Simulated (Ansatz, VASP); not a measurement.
Mg: VASP beside Ansatz

```
Mg
1.0
     1.32684   -0.32691    5.19292
     6.29493    0.15074   -0.28210
     3.28967    5.70060   -0.50620
Mg
8
Direct
  0.50014 0.68693 0.75009
  0.50017 0.68692 0.24984
  0.50053 0.18696 0.25032
  0.50020 0.18691 0.75020
  0.99964 0.68818 0.50012
  0.99967 0.68819 0.99978
  0.00007 0.18785 0.99984
  0.99960 0.18806 0.49980
```

Change from the starting cell: cell x4, atoms moved at random (sigma 0.1 Å) and cell strained at random (1.5 %), then relaxed without symmetry.

Alike in both runs: functional PBE; k mesh 4 × 4 × 4; occupations gaussian, width 0.2 eV; no spin polarisation.

Ansatz relaxed the structure, and its values are those at the end. VASP's run is a single point on that final structure, the one shown.

|  | VASP | Ansatz |
| --- | --- | --- |
| version | VASP 6.6.1 | Ansatz 0.2.0 |
| potentials or method | VASP PAW PBE potentials, release 64 (Mg) | scalar-relativistic, plane waves, PAW |
| plane-wave cutoff (eV) | 520 | 420 |
| valence electrons in the cell | 16 | 80 |

VASP gave:

| Item | Value |
| --- | --- |
| gap on the k mesh at the Fermi level (eV) | none |
| pressure (GPa) | -0.2 |
| rms of the force components (eV/Å) | 0.005 |

**Question.** Which values does Ansatz return?

**Answer.** gap on the k mesh at the Fermi level (eV): none; pressure (GPa): 0.0; rms of the force components (eV/Å): 0.005.

A gap of «none» marks a metal or a gap that the smearing closes. The functional is the same, so the differences come from potentials, cutoffs and numerics. The two sets of potentials don't hold the same shells in valence.
